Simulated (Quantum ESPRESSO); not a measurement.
# Sn: Wannier functions under several settings

```
Sn
1.0
     0.00000    3.23334    3.23334
     3.23334    0.00000    3.23334
     3.23334    3.23334    0.00000
Sn
2
Direct
  0.75000 0.75000 0.75000
  0.50000 0.50000 0.50000
```

This isn't the form of Sn at room conditions, which is tetragonal (white tin).

All runs used Quantum ESPRESSO 7.5; potentials PseudoDojo 0.4.1 SR LDA standard; k mesh 6 × 6 × 6; given cell; no spin polarisation; cutoff 980 eV; occupations fermi-dirac, width 0.05 eV.

| level | start | Wannier mesh | spread a function (Å²) | RMS miss of the bands (meV) |
| --- | --- | --- | --- | --- |
| LDA | atomic projections with disentanglement | 4 × 4 × 4 | ? | ? |
| LDA | atomic projections with disentanglement, not minimised | 4 × 4 × 4 | 2.59 | 54 |
| LDA | SCDM with an erfc weight | 4 × 4 × 4 | 3.07 | 73 |

Q: What stands in the row left open?

A: Spread a function 1.77 Å²; RMS miss of the bands 62 meV.

